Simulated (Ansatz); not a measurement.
# Si3N4 (P-43m) in Ansatz: notebook, part 2 of 2

Ansatz 0.2.0. The steps go on from the part before.

### 3 Electric field gradients, PBE

The input, input.yaml:

```yaml
crystal:
  lattice:
    - [4.13078, 0.0, 0.0]
    - [0.0, 4.13078, 0.0]
    - [0.0, 0.0, 4.13078]
  atoms:
    - { symbol: Si, position: [0.0, 0.0, 0.5] }
    - { symbol: Si, position: [0.5, 0.0, 0.0] }
    - { symbol: Si, position: [0.0, 0.5, 0.0] }
    - { symbol: "N", position: [0.23952, 0.23952, 0.76048] }
    - { symbol: "N", position: [0.76048, 0.76048, 0.76048] }
    - { symbol: "N", position: [0.23952, 0.76048, 0.23952] }
    - { symbol: "N", position: [0.76048, 0.23952, 0.23952] }
kpoints:
  mp_grid: { grid: [7, 7, 7] }
scf:
  occupations: { method: fermi_dirac, width: 0.05 }
hamiltonian:
  xc: pbe
  pseudopotentials: { kind: all_electron, datasets: crystal }
output:
  forces: true
  stress: true
  eigenvalues: true
  efg: {}
```

Potentials or basis: all-electron PAW datasets made for the crystal.

Command:

```sh
> ansatz run input.yaml --threads 4 --pin off --max-ram 12288MiB --backend cpu --events-out ev --progress --plain --runs-dir out
```

Output:

```text
Warning: RAYON_NUM_THREADS=4 ignored (pool sized by the plan → 4); use --threads N
hamiltonian.pseudopotentials.datasets: crystal makes datasets for this crystal and solves the spheres of its atoms anew in each pass: cutoff 440.0 eV, the density's 2200.0 eV; for an error of 0.50 meV an atom under PBE, 3.5 meV for the cell; an energy difference from a run of another recipe may be off by several times the error for the cell, under r2SCAN by more, where some 0.1 meV an atom stays at smaller errors; N in spheres of 0.915 Å, 5 of its electrons in bands; Si in spheres of 0.841 Å, 4 of its electrons in bands, 8 on its site; only band paths and densities of states list, in semicore columns, the levels of the semicore shells that are solved separately: 2s of Si, 2p of Si
Engine: ansatz 0.2.0, aarch64-unknown-linux-gnu
Pseudopotentials: kind: all_electron
Pseudopotential: Si, paw, valence charge 12, recommended cutoff 440 eV (normal), crystal/all_electron/pbe/scalar/gaussian/Si, Koelling and Harmon's equation, gaussian nucleus
Pseudopotential: N, paw, valence charge 5, recommended cutoff 440 eV (normal), crystal/all_electron/pbe/scalar/gaussian/N, Koelling and Harmon's equation, gaussian nucleus
Functional definition: PBE
  parameter kappa = 0.804
  parameter beta = 0.06672455060314922
  exchange = pbe_x(kappa = kappa, mu = beta*pi^2/3)
  correlation = pbe_c(beta = beta)
Crystal: 7 atoms, lattice volume = 70.485 Å³
Basis set: ecut = 440 eV, 1419 PW (Γ), exchange–correlation on 64×64×64 points (8 copies of the dense FFT grid, shifted against one another)
Bands: 23, of which v1, the nominal top of the filled ones, is band 16 counted from 1 (15 counted from 0)
Symmetry: 24 space group operations
Space group: P-43m (ITA 215), of the structure as read, at distance tolerance 4.1e-5 Å
k-points: 20 of 343 (time reversal used)
Non-local potential: Si, projectors of the file, l = 0: 1, l = 1: 1
Non-local potential: N, projectors of the file, l = 0: 1, l = 1: 2
PAW form: soft (Blöchl's): semilocal exchange-correlation on the pseudo side does not see the compensation charge
PAW one-centre angular grid: Si, 110 points (default); XC on its mesh's 1837 points in the sphere
PAW one-centre angular grid: N, 110 points (default); XC on its mesh's 1927 points in the sphere
Initial density: superposition of atomic densities (neutral atoms: chi_scale 0, normalization atom)
Initial wavefunctions: pseudopotential atomic-orbital guess
Functional: x = pbe(κ = 0.804, μ = 0.2195149727645171), c = pbe(β = 0.06672455060314922)
iter 1 solved again at ethr=8.31e-2 eV; its pass at ethr=1.00e-1 eV (dr2=2.66e1 eV) is discarded
SCF iter   1: F=—  HF=-29650.173875 eV  |F-HF|=—  |Δ(HF+E_count)|=         —  Δρ=1.90e-1  dr2=2.60e1  ethr=8.31e-2  ⟨swp⟩=2.0  Hψ=2726  notcnv=0
preconditioner: auto → Resta (q_TF=auto, 2.392 Å⁻¹)  ε∞=3.7  [insulator: Δε(μ)=5.255 eV  Ē_g=15.145 eV  σ=0.050 eV  W_gap=1.00  n_scr=18 (ndim 8)  ℏωp=25.0 eV  f_vac=0.000  D(μ)=0.00/eV (n_scr^D=0)  ε∞_Penn≈3.7]
iter 2 solved again at ethr=3.96e-3 eV; its pass at ethr=8.11e-2 eV (dr2=1.27e0 eV) is discarded
SCF iter   2: F=—  HF=-29643.255142 eV  |F-HF|=—  |Δ(HF+E_count)|=    6.92e0  Δρ=4.98e-2  dr2=1.23e0  ethr=3.96e-3  ⟨swp⟩=4.0  Hψ=2184  notcnv=0  defer=8
SCF iter   3: F=—  HF=-29643.091654 eV  |F-HF|=—  |Δ(HF+E_count)|=   1.63e-1  Δρ=2.57e-2  dr2=2.59e-1  ethr=3.84e-3  ⟨swp⟩=3.0  Hψ=952  notcnv=0  defer=1
SCF iter   4: F=—  HF=-29643.086649 eV  |F-HF|=—  |Δ(HF+E_count)|=   5.01e-3  Δρ=2.67e-3  dr2=4.41e-3  ethr=8.09e-4  ⟨swp⟩=3.3  Hψ=1187  notcnv=0  defer=24
SCF iter   5: F=—  HF=-29643.092082 eV  |F-HF|=—  |Δ(HF+E_count)|=   5.43e-3  Δρ=1.01e-3  dr2=4.44e-4  ethr=1.38e-5  ⟨swp⟩=3.9  Hψ=1416  notcnv=0  defer=10
SCF iter   6: F=—  HF=-29643.092096 eV  |F-HF|=—  |Δ(HF+E_count)|=   1.42e-5  Δρ=1.26e-4  dr2=9.04e-6  ethr=1.39e-6  ⟨swp⟩=3.1  Hψ=1049  notcnv=0  defer=1
SCF iter   7: F=—  HF=-29643.092146 eV  |F-HF|=—  |Δ(HF+E_count)|=   4.98e-5  Δρ=3.88e-5  dr2=7.24e-7  ethr=2.82e-8  ⟨swp⟩=3.0  Hψ=1011  notcnv=0  defer=1
SCF iter   8: F=-29643.092146 eV  HF=-29643.092146 eV  |F-HF|=2.88e-9  |Δ(HF+E_count)|=   3.41e-7  Δρ=8.37e-6  dr2=4.32e-8  ethr=2.26e-9  ⟨swp⟩=3.0  Hψ=1050  notcnv=0
SCF 1 converged in 8 iterations: F = -29643.092134 eV  dr2 = 4.32e-8
  Residual-converged pass: ⟨swp⟩=3.7  Hψ=1114  notcnv=0  max |occ|·‖R‖ = 6.5e-6 eV (tolerance 6.7e-6 eV)  dr2=4.51e-8  dr2_onsite=2.29e-8  max |Δocc| = 4.7e-18
SCF converged after 8 iterations
Free energy (F): -29643.092134 eV
Harris-Foulkes:  -29643.092134 eV  (|F-HF|=2.88e-9)
Internal energy: -29643.092134 eV  (E = F + TS)
E sigma→0 (E₀):  -29643.092134 eV
Past the cutoff: the bands carry plane waves up to 1.75 times it, of which those up to 1.5 times it add -0.000152 eV an atom, each by itself; the spheres take 0.000137 eV an atom off the energy for waves past 1.75 times it
By the cutoff:   a pressure is off by up to 0.007 GPa (1.2 times the spheres' own share and the shells' term, over an atom's volume, and 0.004 GPa: a bound that held against runs at twice the plane waves)
Past the cutoffs: a stress includes 0.0055 GPa for waves and charges beyond them, in addition to the slope of what the spheres take
In the spheres:  the bands' charges fall short by 2.6e-6 e at most (sound up to 1e-3), those of shells solved beside the bands by 1.2e-7 e (sound up to 5e-4)
Fermi energy:    10.918576 eV
--- Per-component energies (eV) ---
  E_band       = 85.654946
  E_kinetic    = 608.920281
  E_local      = -5902.335459  (includes V_loc(G=0)·N_el)
  E_nonlocal   = -3.798992
  E_hartree    = 2571.557285
  E_xc         = -380.403216
  E_vxc        = -470.896878  (∫ρ·V_xc dr)
  E_paw        = -33604.326507  (= ΣΔE_a)
  E_vpaw       = -10609.913811  (= ΣTr[D̂ρ^β])
  E_ewald      = -4253.266920
  E_smearing   = -0.000000  (= −TS)
  E_closure    = 11320.561393  (closes the sum)
  Σ components = -29643.092134   (vs F -29643.092134, Δ=3.64e-12)
  The terms above E_closure are by the made datasets' own strengths, without shells solved beside the bands.
--- Forces (eV/Å), atoms counted from 1 ---
  atom   1  Si    -0.00000000     0.00000000     0.00000000
  atom   2  Si    -0.00000000     0.00000000     0.00000000
  atom   3  Si    -0.00000000     0.00000000    -0.00000000
  atom   4  N      0.00350437     0.00350437    -0.00350437
  atom   5  N     -0.00350437    -0.00350437    -0.00350437
  atom   6  N      0.00350437    -0.00350437     0.00350437
  atom   7  N     -0.00350437     0.00350437     0.00350437
  max |Σ_I F_I| component: 4.86e-16 eV/Å
--- Stress (GPa, compression-positive) ---
        0.038025       0.000000       0.000000
        0.000000       0.038025      -0.000000
       -0.000000      -0.000000       0.038025
  P = ⅓ Tr σ = 0.0380 GPa (0.380 kbar)
  It holds what live shells' own plane waves past their cutoff add
--- PAW observables at the nuclei: V_zz in 10²¹ V/m², potentials from the cell's mean, atoms counted from 1 ---
  atom   1  Si V_zz =    -2.277201   η = 0.0000   by run symmetry: allowed
            electrostatic potential = -1360.008585 V   contact ρ = 12813.607409 e/Å³
  atom   2  Si V_zz =    -2.277201   η = 0.0000   by run symmetry: allowed
            electrostatic potential = -1360.008585 V   contact ρ = 12813.607409 e/Å³
  atom   3  Si V_zz =    -2.277201   η = 0.0000   by run symmetry: allowed
            electrostatic potential = -1360.008585 V   contact ρ = 12813.607409 e/Å³
  atom   4  N  V_zz =    -5.822578   η = 0.0000   by run symmetry: allowed
            electrostatic potential = -516.511281 V   contact ρ = 1412.846831 e/Å³
  atom   5  N  V_zz =    -5.822578   η = 0.0000   by run symmetry: allowed
            electrostatic potential = -516.511281 V   contact ρ = 1412.846831 e/Å³
  atom   6  N  V_zz =    -5.822578   η = 0.0000   by run symmetry: allowed
            electrostatic potential = -516.511281 V   contact ρ = 1412.846831 e/Å³
  atom   7  N  V_zz =    -5.822578   η = 0.0000   by run symmetry: allowed
            electrostatic potential = -516.511281 V   contact ρ = 1412.846831 e/Å³
--- Band table (eV; the first three rows and the last of 20) ---
  k-point 0: bands = ["-8.4713", "-4.6019", "-4.6019", "-4.6019", "0.8871", "0.8871", "5.0117", "5.0117", "5.0117", "5.0315", "6.1726", "6.1726", "6.1726", "9.3100", "9.3100", "9.3100", "12.2346", "12.2346", "12.2346", "13.7023"]
  k-point 1: bands = ["-8.3580", "-4.9022", "-4.5849", "-4.5849", "0.9818", "1.2185", "4.7885", "4.8837", "4.8837", "5.1257", "5.9392", "6.1232", "6.1232", "8.9592", "9.2706", "9.2706", "12.4168", "12.6871", "12.6871", "14.1798"]
  k-point 2: bands = ["-8.0371", "-5.5847", "-4.5461", "-4.5461", "1.2321", "2.0176", "4.2707", "4.5735", "4.5735", "4.9668", "5.7561", "6.1082", "6.1082", "8.1876", "9.1300", "9.1300", "13.0954", "13.8352", "13.8352", "15.0440"]
  k-point 19: bands = ["-6.0843", "-5.6738", "-5.6738", "-5.3547", "0.6659", "0.6659", "0.8238", "4.2383", "6.3739", "6.3739", "6.6588", "6.7402", "6.7402", "9.2737", "9.4922", "9.4922", "15.2331", "15.5138", "15.5138", "17.5643"]
```

Run time: 9.2 s. Hardware: 4 threads of Arm Neoverse N1, shared host; peak memory 0.68 GiB.

What came out:

* Free energy: -29643.0921 eV
* Pressure: 0.0 GPa
* Largest force: 0.006 eV/Å
* Band gap on the k mesh: 2.74 eV, indirect (least direct gap 2.92 eV)

Forces on the atoms (eV/Å):
```
Si   0.000  0.000  0.000
Si   0.000  0.000  0.000
Si   0.000  0.000  0.000
N    0.004  0.004 -0.004
N   -0.004 -0.004 -0.004
N    0.004 -0.004  0.004
N   -0.004  0.004  0.004
```

Levels at points of the mesh, in eV from the valence-band top:
| k point | band 13 | band 14 | band 15 | band 16 | band 17 | band 18 | band 19 | band 20 |
| --- | --- | --- | --- | --- | --- | --- | --- | --- |
| (0.00, 0.00, 0.00) | -3.32 | -0.18 | -0.18 | -0.18 | 2.74 | 2.74 | 2.74 | 4.21 |

Caveat: an odd mesh through Γ misses points on the zone boundary, where band edges often lie.
